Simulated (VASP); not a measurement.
Write the native input for VASP 6.6.1 that does the following.

| Quantity | Value |
| --- | --- |
| Task | relaxation of cell and atoms |
| Functional | LDA |
| Potentials or basis | VASP PAW LDA potentials, release 64 (Si) |
| Cutoff | 600 eV |
| k mesh | 10 × 10 × 10 |
| Occupations | gaussian, width 0.02 eV |
| Spin | no spin polarisation |
| Further INCAR settings | ALGO = Normal; EDIFF = 1e-06; IBRION = 2; EDIFFG = -0.005; NSW = 40; ISIF = 3 |

The structure of Si lies in POSCAR:

```
Si
1.0
    0.0000000000      2.7200000000      2.7200000000
    2.7200000000      0.0000000000      2.7200000000
    2.7200000000      2.7200000000      0.0000000000
Si
2
Direct
    0.0000000000      0.0000000000      0.0000000000
    0.2500000000      0.2500000000      0.2500000000
```

The cell was built by a generator and needn't be a form met in nature.

One way to write it, as run:

INCAR

```
PREC = Accurate
ENCUT = 600
EDIFF = 1E-6
ISMEAR = 0
SIGMA = 0.02
LREAL = F
LASPH = T
NELM = 120
ALGO = Normal
ISIF = 3
LWAVE = F
LCHARG = F
IBRION = 2
NSW = 40
EDIFFG = -0.005
```

KPOINTS

```
regular mesh
0
Gamma
  10 10 10
```

Potentials or basis: VASP PAW LDA potentials, release 64 (Si).

The run is started by

```console
$ cat potpaw_LDA.64/Si/POTCAR > POTCAR
$ mpirun -np 1 vasp_std > vasp.out
```

It gave:

```
Relaxed volume                         : 19.72 Å³/atom
Relaxed cell                           : a = 3.821 Å, b = 3.821 Å, c = 3.821 Å, α = 60.00°, β = 60.00°, γ = 60.00°
Space group after relaxing (to 0.05 Å) : Fd-3m (No. 227)
Energy gained by relaxing              : 2.5 meV/atom
Ionic steps                            : 3
Pressure after relaxing                : 0.0 GPa
Band gap on the k mesh                 : 0.45 eV, indirect (least direct gap 2.53 eV)
```

Run time: 9.5 s on 1 thread of Intel(R) Xeon(R) 6975P-C (Granite Rapids), on a shared host, peak memory 0.15 GiB.
